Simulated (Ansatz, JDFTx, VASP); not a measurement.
# One calculation of AgCl, 3 ways

```xyz
2
Lattice="0.0000 2.7350 2.7350 2.7350 0.0000 2.7350 2.7350 2.7350 0.0000" Properties=species:S:1:pos:R:3 pbc="T T T"
Ag    0.0000    0.0000    0.0000
Cl    2.7350    2.7350    2.7350
```

Alike in all runs: task single point; functional LDA; k mesh 8 × 8 × 8; occupations gaussian, width 0.02 eV; no spin polarisation; no spin-orbit coupling. LDA stands for any of its common fits. Pressure is positive in compression and, in plane waves, holds the error of the finite cutoff.

```csv
program and potentials,plane-wave cutoff (eV),notes,band gap (eV),pressure (GPa)
"JDFTx, PseudoDojo-SR-LDA-0.4.1-standard with smoothed tails",1170,13 valence electrons an atom on average,0.61,-3.78
"VASP, LDA PAW files Ag, Cl, 500 eV",500,9 valence electrons an atom on average,0.64,-3.76
"Ansatz, all-electron LAPW, scalar-relativistic",-,-,0.61,-3.76
```

The band gap spans 0.61 (JDFTx, PseudoDojo-SR-LDA-0.4.1-standard with smoothed tails) to 0.64 eV (VASP, LDA PAW files Ag, Cl, 500 eV), with all-electron results at 0.61. The pressure spans -3.78 (JDFTx, PseudoDojo-SR-LDA-0.4.1-standard with smoothed tails) to -3.76 GPa (Ansatz, all-electron LAPW, scalar-relativistic), with all-electron results at -3.76. The gap is indirect and read on the mesh alone.

The functional is the same throughout but for its coding, so the spread measures potentials, basis and numerics; runs on potential files found faulty are left out.
